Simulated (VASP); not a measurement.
# CoO (Fm-3m) in VASP: a series of runs

One crystal, CoO, is run at these levels: PBE+U; tasks: single point, relaxation of cell and atoms.

Program: VASP 6.6.1. These are calculated values, not measurements. Logs are shortened: lines on timing, memory, paths and dates and some standing lists are left out, and cuts for length are marked.

### Step 1. The crystal as given

It takes space group Fm-3m (No. 225, cubic). The conventional cell has a = 4.263 Å, b = 4.263 Å, c = 4.263 Å, α = 90.00°, β = 90.00°, γ = 90.00°. Co (site symmetry m-3m) is surrounded by 6 O at 2.13 Å. O (site symmetry m-3m) has 6 Co at 2.13 Å as nearest neighbours.

### Step 2. Single point, PBE+U, collinear spin, ferromagnetic start

INCAR reads:

```
SYSTEM = CoO
PREC = Accurate ; ENCUT = 600
EDIFF = 1E-6 ; ISMEAR = 0
SIGMA = 0.03 ; LREAL = .False.
LASPH = .True. ; NELM = 150
ALGO = Normal ; ISIF = 2
LWAVE = .False. ; LCHARG = .False.
ISPIN = 2 ; MAGMOM = 3 0
LORBIT = 11 ; LMAXMIX = 4
LDAU = .True. ; LDAUTYPE = 2
LDAUL = 2 -1 ; LDAUU = 3.3 0
LDAUJ = 0 0 ; LDAUPRINT = 1
GGA = PE ; AMIX = 0.2
BMIX = 1E-4 ; AMIX_MAG = 0.8
BMIX_MAG = 1E-4
```

KPOINTS reads:

```
Automatic mesh
0
Gamma
  12 12 12
  0 0 0
```

POSCAR reads:

```
CoO
1.0
    0.0000000000      2.1315000000      2.1315000000
    2.1315000000      0.0000000000      2.1315000000
    2.1315000000      2.1315000000      0.0000000000
Co O
1 1
Direct
    0.0000000000      0.0000000000      0.0000000000
    0.5000000000      0.5000000000      0.5000000000
```

Potentials or basis: VASP PAW PBE potentials, release 64 (Co, O).

The run is started by

```bash
$ cat potpaw_PBE.64/Co/POTCAR potpaw_PBE.64/O/POTCAR > POTCAR
$ mpirun -np 1 vasp_std > vasp.out
```

OUTCAR:

```text
SYSTEM = CoO
   PREC = Accurate
   ENCUT = 600
   EDIFF = 1E-6
   ISMEAR = 0
   LREAL = .False.
   LASPH = .True.
   NELM = 150
   ISIF = 2
   ISPIN = 2
   LORBIT = 11
   GGA = PE
   AMIX = 0.2
   AMIX_MAG = 0.8

 ion  position               nearest neighbor table
   1  0.000  0.000  0.000-   2 2.13   2 2.13   2 2.13   2 2.13   2 2.13   2 2.13
   2  0.500  0.500  0.500-   1 2.13   1 2.13   1 2.13   1 2.13   1 2.13   1 2.13

  LATTYP: Found a face centered cubic cell.
 ALAT       =     4.2630000000

  Lattice vectors:

 A1 = (   0.0000000000,   2.1315000000,   2.1315000000)
 A2 = (   2.1315000000,   0.0000000000,   2.1315000000)
 A3 = (   2.1315000000,   2.1315000000,   0.0000000000)

Analysis of symmetry for initial positions (statically):
=====================================================================
 Subroutine PRICEL returns:
 Original cell was already a primitive cell.

 Routine SETGRP: Setting up the symmetry group for a
 face centered cubic supercell.

 Subroutine GETGRP returns: Found 48 space group operations
 (whereof 48 operations were pure point group operations)
 out of a pool of 48 trial point group operations.

The static configuration has the point symmetry O_h .

Analysis of symmetry for dynamics (positions and initial velocities):
=====================================================================
 Subroutine PRICEL returns:
 Original cell was already a primitive cell.

 Routine SETGRP: Setting up the symmetry group for a
 face centered cubic supercell.

 Subroutine GETGRP returns: Found 48 space group operations
 (whereof 48 operations were pure point group operations)
 out of a pool of 48 trial point group operations.

The dynamic configuration has the point symmetry O_h .

Analysis of structural, dynamic, and magnetic symmetry:
=====================================================================
 Subroutine PRICEL returns:
 Original cell was already a primitive cell.

 Routine SETGRP: Setting up the symmetry group for a
 face centered cubic supercell.

 Subroutine GETGRP returns: Found 48 space group operations
 (whereof 48 operations were pure point group operations)
 out of a pool of 48 trial point group operations.

The overall configuration has the point symmetry O_h .

 Subroutine INISYM returns: Found 48 space group operations
 (whereof 48 operations are pure point group operations),
 and found     1 'primitive' translations

----------------------------------------------------------------------------------------

                                     Primitive cell

  volume of cell :      19.3681

  direct lattice vectors                    reciprocal lattice vectors
     0.000000000  2.131500000  2.131500000    -0.234576589  0.234576589  0.234576589
     2.131500000  0.000000000  2.131500000     0.234576589 -0.234576589  0.234576589
     2.131500000  2.131500000  0.000000000     0.234576589  0.234576589 -0.234576589

  length of vectors
     3.014396208  3.014396208  3.014396208     0.406298571  0.406298571  0.406298571

  position of ions in fractional coordinates (direct lattice)
     0.000000000  0.000000000  0.000000000
     0.500000000  0.500000000  0.500000000

  ion indices of the primitive-cell ions
   primitive index   ion index
                 1           1
                 2           2

----------------------------------------------------------------------------------------

 KPOINTS: Automatic mesh

Automatic generation of k-mesh.
 Grid dimensions read from file:
 generate k-points for:   12   12   12

 Generating k-lattice:

  Cartesian coordinates                     Fractional coordinates (reciprocal lattice)
    -0.019548049  0.019548049  0.019548049     0.083333333  0.000000000  0.000000000
[... 73 lines left out ...]
   EFERMI =   0.00;   METHOD = LEGACY
   ISMEAR =     0;   SIGMA  =   0.03  broadening in eV -4-tet -1-fermi 0-gaus
   EFERMI_NEDOS =   21; number of points for ismear=-14 and -15
   IALGO  =     38    algorithm
   IMIX   =      4    mixing-type and parameters
     AMIX     =   0.20;   BMIX     =  0.00
     AMIX_MAG =   0.80;   BMIX_MAG =  0.00
  volume/ion in A,a.u.               =       9.68        65.35
  Fermi-wavevector in a.u.,A,eV,Ry     =   1.503407  2.841027 30.752334  2.260233
  Thomas-Fermi vector in A             =   2.614521
   LORBIT       =     11    0 simple, 1 ext, 2 COOP (PROOUT), +10 PAW based schemes
 LDA+U is selected, type is set to LDAUTYPE =  2
   angular momentum for each species LDAUL =     2   -1
   U (eV)           for each species LDAUU =   3.3  0.0
   J (eV)           for each species LDAUJ =   0.0  0.0
   GGA     = PE    functional components
   LHFCALC =     F    Hartree Fock is set to
   AEXX    =    0.0000 exact exchange contribution
   IVDW    =     0    specifies the selected vdW correction
   LEPSILON=     F    determine dielectric tensor
   LRPA    =     F    only Hartree local field effects (RPA)
 spin polarized calculation
 Gauss-broadening in eV      SIGMA  =   0.03
  energy-cutoff  :      600.00
  volume of cell :       19.37
 maximum number of plane-waves:       661
   NGX = 13   NGY = 13   NGZ = 13

atom =   1  type =  1  l = 2

 onsite density matrix

spin component  1

  0.9680  0.0000  0.0000 -0.0000  0.0000
  0.0000  0.9680  0.0000 -0.0000 -0.0000
  0.0000  0.0000  1.0116  0.0000 -0.0000
 -0.0000 -0.0000  0.0000  0.9680  0.0000
  0.0000 -0.0000 -0.0000  0.0000  1.0116

spin component  2

  0.6535 -0.0000 -0.0000  0.0000 -0.0000
 -0.0000  0.6535  0.0000  0.0000  0.0000
 -0.0000  0.0000  0.1372 -0.0000  0.0000
  0.0000  0.0000 -0.0000  0.6535 -0.0000
 -0.0000  0.0000  0.0000 -0.0000  0.1372

 occupancies and eigenvectors

  o =  0.1372  v =  0.0000  0.0000  0.0000  0.0000  0.0000  0.0000  0.0000 -0.0206 -0.0000  0.9998      0.0000  0.0000  0.0000  0.0000  0.0000  0.0000  0.0000  0.0000  0.0000  0.0000
  o =  0.1372  v =  0.0000  0.0000  0.0000  0.0000  0.0000  0.0000 -0.0000 -0.9998  0.0000 -0.0206      0.0000  0.0000  0.0000  0.0000  0.0000  0.0000  0.0000  0.0000  0.0000  0.0000
  o =  0.6535  v =  0.0000  0.0000  0.0000  0.0000  0.0000  1.0000  0.0000  0.0000  0.0000  0.0000      0.0000  0.0000  0.0000  0.0000  0.0000  0.0000  0.0000  0.0000  0.0000  0.0000
  o =  0.6535  v =  0.0000  0.0000  0.0000  0.0000  0.0000  0.0000 -0.9528  0.0000  0.3035  0.0000      0.0000  0.0000  0.0000  0.0000  0.0000  0.0000  0.0000  0.0000  0.0000  0.0000
  o =  0.6535  v =  0.0000  0.0000  0.0000  0.0000  0.0000  0.0000  0.3035  0.0000  0.9528 -0.0000      0.0000  0.0000  0.0000  0.0000  0.0000  0.0000  0.0000  0.0000  0.0000  0.0000
  o =  0.9680  v =  1.0000  0.0000  0.0000  0.0000  0.0000  0.0000  0.0000  0.0000  0.0000  0.0000      0.0000  0.0000  0.0000  0.0000  0.0000  0.0000  0.0000  0.0000  0.0000  0.0000
  o =  0.9680  v =  0.0000 -0.0613  0.0000  0.9981  0.0000  0.0000  0.0000  0.0000  0.0000  0.0000      0.0000  0.0000  0.0000  0.0000  0.0000  0.0000  0.0000  0.0000  0.0000  0.0000
  o =  0.9680  v =  0.0000  0.9981 -0.0000  0.0613 -0.0000  0.0000  0.0000  0.0000  0.0000  0.0000      0.0000  0.0000  0.0000  0.0000  0.0000  0.0000  0.0000  0.0000  0.0000  0.0000
  o =  1.0116  v =  0.0000  0.0000  0.9999 -0.0000  0.0147  0.0000  0.0000  0.0000  0.0000  0.0000      0.0000  0.0000  0.0000  0.0000  0.0000  0.0000  0.0000  0.0000  0.0000  0.0000
  o =  1.0116  v =  0.0000  0.0000 -0.0147  0.0000  0.9999  0.0000  0.0000  0.0000  0.0000  0.0000      0.0000  0.0000  0.0000  0.0000  0.0000  0.0000  0.0000  0.0000  0.0000  0.0000

 number of electron      15.0000007 magnetization       3.0000173

 Free energy of the ion-electron system (eV)
  ---------------------------------------------------
  ext. energy  EPLUGINS =         0.00000000
  ---------------------------------------------------
  free energy    TOTEN  =       -11.30198556 eV

  energy without entropy =      -11.29988857  energy(sigma->0) =      -11.30093706

 E-fermi :   7.3495     XC(G=0): -12.3759

 val. band max:        7.3453821490   @ k =  -0.2500   0.2500   0.0833
 cond. band min:       7.3516012327   @ k =   0.4167   0.1667   0.0833
 fundamental gap:      0.0062190837
 Fermi energy:         7.3494553994

 spin component 1

 k-point     1 :       0.0000    0.0000    0.0000
  band No.  band energies     occupation
      1     -12.1335      1.00000
      2       2.7409      1.00000
      3       2.7410      1.00000
      4       3.1910      1.00000
      5       3.1910      1.00000
      6       3.1910      1.00000
      7       4.9551      1.00000
      8       4.9551      1.00000
      9       4.9551      1.00000
     10       8.9228      0.00000
     11      24.7813      0.00000
     12      25.0793      0.00000
[... 745 lines left out ...]
      2       0.7897      1.00000
      3       3.1490      1.00000
      4       3.6997      1.00000
      5       7.1571      1.00000
      6       7.1684      1.00000
      7       7.4798      0.00000
      8      10.5978      0.00000
      9      11.3344      0.00000
     10      14.8172      0.00000
     11      17.7442      0.00000
     12      20.0182      0.00000
     13      22.4992      0.00000

 [... further k-points ...]

------------------------ aborting loop because EDIFF is reached ----------------------------------------

  FORCE on cell =-STRESS in cart. coord.  units (eV):
  Direction    XX          YY          ZZ          XY          YZ          ZX
  --------------------------------------------------------------------------------------
  -------------------------------------------------------------------------------------
  Total       -0.2899921     -0.2899921     -0.2899921      0.0000000      0.0000000      0.0000000
  in kB      -23.9889240    -23.9889240    -23.9889240      0.0000000      0.0000000      0.0000000
  external PRESSURE =     -23.9889240 kB  Pullay stress =       0.0000000 kB

 VOLUME and BASIS-vectors are now :
 -----------------------------------------------------------------------------
  energy-cutoff  :      600.00
  volume of cell :       19.37
      direct lattice vectors                 reciprocal lattice vectors
     0.000000000  2.131500000  2.131500000    -0.234576589  0.234576589  0.234576589
     2.131500000  0.000000000  2.131500000     0.234576589 -0.234576589  0.234576589
     2.131500000  2.131500000  0.000000000     0.234576589  0.234576589 -0.234576589

 POSITION                                       TOTAL-FORCE (eV/Angst)
 -----------------------------------------------------------------------------------
      0.00000      0.00000      0.00000        -0.000000      0.000000     -0.000000
      2.13150      2.13150      2.13150         0.000000      0.000000      0.000000
 -----------------------------------------------------------------------------------
    total drift:                                0.000000     -0.000000     -0.000000

  FREE ENERGIE OF THE ION-ELECTRON SYSTEM (eV)
  ---------------------------------------------------
  free  energy   TOTEN  =       -11.3019855629 eV

  energy  without entropy=      -11.2998885662  energy(sigma->0) =      -11.30093706

 total charge

# of ion       s       p       d       tot
------------------------------------------
    1        0.296   0.360   7.138   7.795
    2        1.549   3.448   0.000   4.997
--------------------------------------------------
tot          1.845   3.808   7.138  12.791

 magnetization (x)

# of ion       s       p       d       tot
------------------------------------------
    1        0.021   0.018   2.691   2.730
    2        0.023   0.234   0.000   0.257
--------------------------------------------------
tot          0.044   0.252   2.691   2.987
```

Run time: 15 s. Hardware: 1 thread of Intel Xeon 6975P-C (Granite Rapids), shared host; peak memory 0.17 GiB.

Results:

```
Free energy                                           : -11.3020 eV
Pressure                                              : -2.4 GPa
Band gap on the k mesh                                : none (metal or under the smearing width)
Net moment                                            : 3.00 μB per cell
Site moments                                          : Co +2.73; O +0.26 μB
Valence electrons inside the program's atomic spheres : Co 7.79; O 5.00
```

Levels at points of the mesh, in eV from the Fermi level:
Spin up:
| k point | band 7 | band 8 | band 9 | band 10 | band 11 | band 12 |
| --- | --- | --- | --- | --- | --- | --- |
| (0.00, 0.00, 0.00) | -2.39 | -2.39 | -2.39 | 1.57 | 17.43 | 17.73 |
| (0.50, 0.00, 0.00) | -2.63 | -0.16 | -0.16 | 5.64 | 9.88 | 13.94 |
| (0.50, 0.50, 0.00) | -3.63 | -3.25 | -3.25 | 6.33 | 10.46 | 11.41 |
Spin down:
| k point | band 2 | band 3 | band 4 | band 5 | band 6 | band 7 | band 8 | band 9 | band 10 | band 11 |
| --- | --- | --- | --- | --- | --- | --- | --- | --- | --- | --- |
| (0.00, 0.00, 0.00) | -1.90 | -1.90 | -1.90 | -1.13 | -1.13 | -1.13 | 1.75 | 1.75 | 2.09 | 17.28 |
| (0.50, 0.00, 0.00) | -7.02 | -3.72 | -3.72 | -0.10 | -0.10 | 0.20 | 4.13 | 4.13 | 5.89 | 10.67 |
| (0.50, 0.50, 0.00) | -5.76 | -3.17 | -3.17 | -2.18 | 0.04 | 0.04 | 2.24 | 2.64 | 7.27 | 10.86 |

Eigenvalues of the final occupation matrices:
| site | spin | trace | eigenvalues |
| --- | --- | --- | --- |
| site 1 d | 1 | 4.93 | 0.97 0.97 0.97 1.01 1.01 |
| site 1 d | 2 | 2.23 | 0.14 0.14 0.65 0.65 0.65 |

Caveat: a cell with one magnetic atom can't hold antiferromagnetic order, which such compounds often take.

### Step 3. Relaxation of cell and atoms, PBE+U, collinear spin, ferromagnetic start

INCAR reads:

```
SYSTEM = CoO
ALGO = Normal ; AMIX = 0.2
AMIX_MAG = 0.8 ; BMIX = 1E-4
BMIX_MAG = 1E-4 ; EDIFF = 1E-6
EDIFFG = -0.01 ; ENCUT = 600
GGA = PE ; IBRION = 2
ISIF = 3 ; ISMEAR = 0
ISPIN = 2 ; LASPH = .True.
LCHARG = .False. ; LDAU = .True.
LDAUJ = 0 0 ; LDAUL = 2 -1
LDAUPRINT = 1 ; LDAUTYPE = 2
LDAUU = 3.3 0 ; LMAXMIX = 4
LORBIT = 11 ; LREAL = .False.
LWAVE = .False. ; MAGMOM = 3 0
NELM = 150 ; NSW = 90
PREC = Accurate ; SIGMA = 0.03
```

KPOINTS reads:

```
k-points
0
Gamma
  12 12 12
  0 0 0
```

POSCAR is that of step 2.

Potentials or basis: VASP PAW PBE potentials, release 64 (Co, O).

The run is started by

```bash
$ cat potpaw_PBE.64/Co/POTCAR potpaw_PBE.64/O/POTCAR > POTCAR
$ mpirun -np 1 vasp_std > vasp.out
```

OUTCAR:

```text
SYSTEM = CoO
   AMIX = 0.2
   AMIX_MAG = 0.8
   EDIFF = 1E-6
   EDIFFG = -0.01
   ENCUT = 600
   GGA = PE
   IBRION = 2
   ISIF = 3
   ISMEAR = 0
   ISPIN = 2
   LASPH = .True.
   LORBIT = 11
   LREAL = .False.
   NELM = 150
   NSW = 90
   PREC = Accurate

 ion  position               nearest neighbor table
   1  0.000  0.000  0.000-   2 2.13   2 2.13   2 2.13   2 2.13   2 2.13   2 2.13
   2  0.500  0.500  0.500-   1 2.13   1 2.13   1 2.13   1 2.13   1 2.13   1 2.13

  LATTYP: Found a face centered cubic cell.
 ALAT       =     4.2630000000

  Lattice vectors:

 A1 = (   0.0000000000,   2.1315000000,   2.1315000000)
 A2 = (   2.1315000000,   0.0000000000,   2.1315000000)
 A3 = (   2.1315000000,   2.1315000000,   0.0000000000)

Analysis of symmetry for initial positions (statically):
[... 305 lines left out ...]
  free energy    TOTEN  =       -11.30397428 eV

  energy without entropy =      -11.30191501  energy(sigma->0) =      -11.30294465

 E-fermi :   7.5417     XC(G=0): -12.4531

 val. band max:        7.5370976130   @ k =  -0.2500   0.2500   0.0833
 cond. band min:       7.5441747256   @ k =   0.4167   0.1667   0.0833
 fundamental gap:      0.0070771126
 Fermi energy:         7.5416997726

 spin component 1

 k-point     1 :       0.0000    0.0000    0.0000
  band No.  band energies     occupation
      1     -12.0646      1.00000
      2       2.9136      1.00000
      3       2.9136      1.00000
      4       3.3566      1.00000
      5       3.3566      1.00000
      6       3.3566      1.00000
      7       5.0914      1.00000
      8       5.0914      1.00000
      9       5.0914      1.00000
     10       9.1865      0.00000
     11      25.0155      0.00000
     12      25.3568      0.00000
[... 786 lines left out ...]
  FREE ENERGIE OF THE ION-ELECTRON SYSTEM (eV)
  ---------------------------------------------------
  free  energy   TOTEN  =       -11.3039742838 eV

  energy  without entropy=      -11.3019150103  energy(sigma->0) =      -11.30294465

 reached required accuracy - stopping structural energy minimisation

 total charge

# of ion       s       p       d       tot
------------------------------------------
    1        0.300   0.370   7.147   7.817
    2        1.549   3.455   0.000   5.004
--------------------------------------------------
tot          1.849   3.825   7.147  12.821

 magnetization (x)

# of ion       s       p       d       tot
------------------------------------------
    1        0.021   0.018   2.690   2.729
    2        0.024   0.235   0.000   0.259
--------------------------------------------------
tot          0.045   0.253   2.690   2.988
```

OSZICAR:

```text
N       E                     dE             d eps       ncg     rms          rms(c)
DAV:   1     0.952563417287E+02    0.95256E+02   -0.82239E+03  3768   0.158E+03
DAV:   2    -0.668167795700E+01   -0.10194E+03   -0.89377E+02  4032   0.289E+02
[... 24 lines left out ...]
DAV:   1    -0.113098523293E+02   -0.65084E-02   -0.11139E-01  4084   0.559E+00    0.572E-01
DAV:   2    -0.113060668351E+02    0.37855E-02   -0.46310E-03  4427   0.126E+00    0.378E-01
DAV:   3    -0.113041518616E+02    0.19150E-02   -0.53092E-03  4429   0.122E+00    0.188E-01
DAV:   4    -0.113040666192E+02    0.85242E-04   -0.13100E-04  3764   0.145E-01    0.122E-01
DAV:   5    -0.113039736278E+02    0.92991E-04   -0.77998E-05  3944   0.127E-01    0.120E-02
DAV:   6    -0.113039742838E+02   -0.65599E-06   -0.19732E-06  3158   0.232E-02
   3 F= -.11303974E+02 E0= -.11302945E+02  d E =-.198872E-02  mag=     3.0000
```

It took 28 s on 1 thread of Intel Xeon 6975P-C (Granite Rapids), shared host; peak memory 0.17 GiB.

What came out:

```
Free energy                                           : -11.3040 eV
Relaxed volume                                        : 9.55 Å³/atom
Relaxed cell                                          : a = 3.001 Å, b = 3.001 Å, c = 3.001 Å, α = 60.00°, β = 60.00°, γ = 60.00°
Space group after relaxing (to 0.05 Å)                : Fm-3m (No. 225)
Energy gained by relaxing                             : 1.0 meV/atom
Ionic steps                                           : 3
Pressure after relaxing                               : 0.0 GPa
Band gap on the k mesh                                : none (metal or under the smearing width)
Net moment                                            : 3.00 μB per cell
Site moments                                          : Co +2.73; O +0.26 μB
Valence electrons inside the program's atomic spheres : Co 7.82; O 5.00
```

Step by step:
```tsv
step	energy change (eV)	largest force (eV/Å)	pressure (GPa)	volume (Å³)
1	0.0000	0.0000	-2.40	19.37
2	-0.0014	0.0000	1.44	18.96
3	-0.0020	0.0000	-0.05	19.11
```

Final structure:
```yaml
crystal:
  lattice:
    - [0.00000, 2.12189, 2.12189]
    - [2.12189, 0.00000, 2.12189]
    - [2.12189, 2.12189, 0.00000]
  atoms:
    - { symbol: Co, position: [0.00000, 0.00000, 0.00000] }
    - { symbol: O, position: [0.50000, 0.50000, 0.50000] }
```

Levels at points of the mesh, in eV from the Fermi level:
Spin up:
| k point | band 6 | band 7 | band 8 | band 9 | band 10 | band 11 | band 12 | band 13 |
| --- | --- | --- | --- | --- | --- | --- | --- | --- |
| (0.00, 0.00, 0.00) | -4.19 | -2.45 | -2.45 | -2.45 | 1.64 | 17.47 | 17.82 | 17.82 |
| (0.50, 0.00, 0.00) | -3.54 | -2.63 | -0.14 | -0.14 | 5.67 | 10.01 | 14.03 | 14.03 |
| (0.50, 0.50, 0.00) | -3.70 | -3.69 | -3.25 | -3.25 | 6.42 | 10.55 | 11.45 | 16.45 |
Spin down:
```
           k point  band 4  band 5  band 6  band 7  band 8  band 9
(0.00, 0.00, 0.00)   -1.96   -1.16   -1.16   -1.16    1.73    1.73
(0.50, 0.00, 0.00)   -3.81   -0.11   -0.11    0.21    4.16    4.16
(0.50, 0.50, 0.00)   -3.24   -2.24    0.05    0.05    2.23    2.65
```

Eigenvalues of the final occupation matrices:
| site | spin | trace | eigenvalues |
| --- | --- | --- | --- |
| site 1 d | 1 | 4.93 | 0.97 0.97 0.97 1.01 1.01 |
| site 1 d | 2 | 2.24 | 0.14 0.14 0.65 0.65 0.65 |

Caveat: a cell with one magnetic atom can't hold antiferromagnetic order, which such compounds often take.

[end of part 1 of 2]
